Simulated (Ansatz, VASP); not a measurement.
**Cu: VASP beside Ansatz**

```
CELL_PARAMETERS angstrom
-0.05423 1.78039 1.78039
1.78039 -0.05423 1.78039
1.78039 1.78039 -0.05423
ATOMIC_POSITIONS crystal
Cu 0.00000 0.00000 0.00000
```

Change from the starting cell: equal xy, yz and zx shear strains of -3 %.

Alike in both runs: task single point; functional PBE; k mesh 19 × 19 × 19; occupations fermi-dirac, width 0.08 eV; no spin polarisation.

|  | VASP | Ansatz |
| --- | --- | --- |
| version | VASP 6.6.1 | Ansatz 0.2.0 |
| potentials or method | VASP PAW PBE potentials, release 64 (Cu), cutoff 520 eV | all-electron LAPW, scalar-relativistic |

Ansatz gave:

* pressure (GPa): 2.2
* largest component of the traceless stress (GPa): 2.19

**Question.** Which values does VASP return?

**Answer.** Pressure (GPa): 2.7; largest component of the traceless stress (GPa): 2.17.

Ansatz ran all-electron here, so the differences hold the error of VASP's frozen core and of both bases.
